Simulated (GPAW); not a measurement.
Runs of GPAW 26.7.0 on CsPbBr3. The structure is cubic, space group Pm-3m (No. 221). Conventional cell: a = 5.870 Å, b = 5.870 Å, c = 5.870 Å, α = 90.00°, β = 90.00°, γ = 90.00°. Pb (site symmetry m-3m) is surrounded by 6 Br at 2.94 Å. Cs (site symmetry m-3m) is surrounded by 12 Br at 4.15 Å. Br (site symmetry 4/mmm) is surrounded by 2 Pb at 2.94 Å. Measurements of this composition are mostly on another form, of space group No. 62.

```tsv
task	level	potentials or basis	cell	k mesh	optimizer	fmax	max steps	convergence	gap on the mesh (eV)	pressure (GPa)	V0 of scaled cells (Å³/atom)	relaxed volume (Å³/atom)	B0 (GPa)
equation of state	PBEsol	PAW data sets generated in the run's folder for this functional, pw	as given	5 × 5 × 5	-	-	-	-	-	-	40.32	-	(a)
single point	TB-mBJ	GPAW PAW data sets for LDA (gpaw-data 1.2.1), pw	as given	6 × 6 × 6	-	-	-	-	2.24	-	-	-	-
relaxation of cell and atoms	PBEsol+D3(BJ)	PAW data sets generated in the run's folder for this functional, pw	relaxed	4 × 4 × 4	BFGS	0.02 eV/Å	60	density=1e-05 forces=0.0001	1.21	0.0	-	39.05	-
relaxation of cell and atoms	PBEsol+D4	PAW data sets generated in the run's folder for this functional, pw	relaxed	4 × 4 × 4	BFGS	0.02 eV/Å	60	density=1e-05 forces=0.0001	(d)	0.0	-	39.77	-
equation of state	LDA	the program's PAW data sets (release 1.2.1) made for this functional, pw	as given	5 × 5 × 5	-	-	-	-	-	-	(b)	-	25
relaxation of cell and atoms	PBEsol	PAW data sets generated in the run's folder for this functional, pw	relaxed	4 × 4 × 4	BFGS	0.02 eV/Å	60	density=1e-05 forces=0.0001	(c)	0.0	-	40.63	-
```

Alike in all rows: no spin polarisation; cutoff (eV) 600; smearing fermi-dirac 0.05 eV.

Problem. Estimate the missing entries.

Solution. (a) 21; (b) 38.24; (c) 1.38; (d) 1.29.

Caveats: spin-orbit coupling is left out, which as a rule narrows the gap of such compounds by several tenths of an eV (some runs); later steps reuse the first step's grids (some runs); a model potential gives levels but no total energy (some runs); the PAW data sets were made with another functional, which shifts forces and pressure a little (some runs).

A k mesh can miss the band edges, and the runs leave out spin-orbit coupling on Br, Cs, Pb.
